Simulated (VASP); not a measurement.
A run of VASP 6.6.1 is set up as follows.

The input INCAR:

```
SYSTEM = SrO
PREC = Accurate ; ENCUT = 600
EDIFF = 1E-7 ; ISMEAR = 0
SIGMA = 0.03 ; LREAL = .False.
LASPH = .True. ; NELM = 80
ALGO = Normal ; ISIF = 2
LWAVE = .False. ; LCHARG = .False.
GGA = PE ; IBRION = 2
NSW = 40 ; EDIFFG = -0.01
```

Contents of KPOINTS:

```
Automatic mesh
0
Gamma
  10 10 10
  0 0 0
```

File POSCAR:

```
SrO                                     
1.0
    0.0000000000      2.5488350182      2.5488350182
    2.5488350182      0.0000000000      2.5488350182
    2.5488350182      2.5488350182      0.0000000000
  Sr              O             
     1     1
Direct
     0.5000000000000000    0.5000000000000000    0.5000000000000000
     0.0000000000000000    0.0000000000000000    0.0000000000000000
```

Potentials or basis: VASP PAW PBE potentials, release 64 (Sr_sv, O).

Run with:

```bash
$ cat potpaw_PBE.64/Sr_sv/POTCAR potpaw_PBE.64/O/POTCAR > POTCAR
$ mpirun -np 1 vasp_std > vasp.out
```

Q: What does it give for the band gap on the k mesh?

A: 3.25 eV, indirect (least direct gap 3.32 eV).

Final structure:
```yaml
crystal:
  lattice:
    - [0.00000, 2.54884, 2.54884]
    - [2.54884, 0.00000, 2.54884]
    - [2.54884, 2.54884, 0.00000]
  atoms:
    - { symbol: Sr, position: [0.50000, 0.50000, 0.50000] }
    - { symbol: O, position: [0.00000, 0.00000, 0.00000] }
```

Caveat: the relaxation stopped at its first step, so nothing moved. A k mesh can miss the band edges.
